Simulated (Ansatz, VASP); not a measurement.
**W in VASP and in Ansatz**

```xyz
1
Lattice="-1.5918 1.5918 1.5918 1.5918 -1.5918 1.5918 1.5918 1.5918 -1.5918" Properties=species:S:1:pos:R:3 pbc="T T T"
W     0.0000    0.0000    0.0000
```

Alike in both runs: functional PBE; k mesh 18 × 18 × 18; occupations gaussian, width 0.1 eV; no spin polarisation.

Ansatz relaxed the structure, and its values are those at the end. VASP's run is a single point on that final structure, the one shown.

```csv
,VASP,Ansatz
version,VASP 6.6.1,Ansatz 0.2.0
potentials or method,"VASP PAW PBE potentials, release 64 (W_sv)","scalar-relativistic, plane waves, PAW"
plane-wave cutoff (eV),520,420
valence electrons in the cell,14,14
```

Ansatz gave:

```
gap on the k mesh at the Fermi level (eV) : none
pressure (GPa)                            : 0.0
```

**Question.** What did VASP give for the same quantities?

**Answer.** gap on the k mesh at the Fermi level (eV): none; pressure (GPa): 0.5.

A gap of «none» marks a metal or a gap that the smearing closes. The functional is the same, so the differences come from potentials, cutoffs and numerics.

The runs have no spin-orbit coupling, so splittings on W are missing.
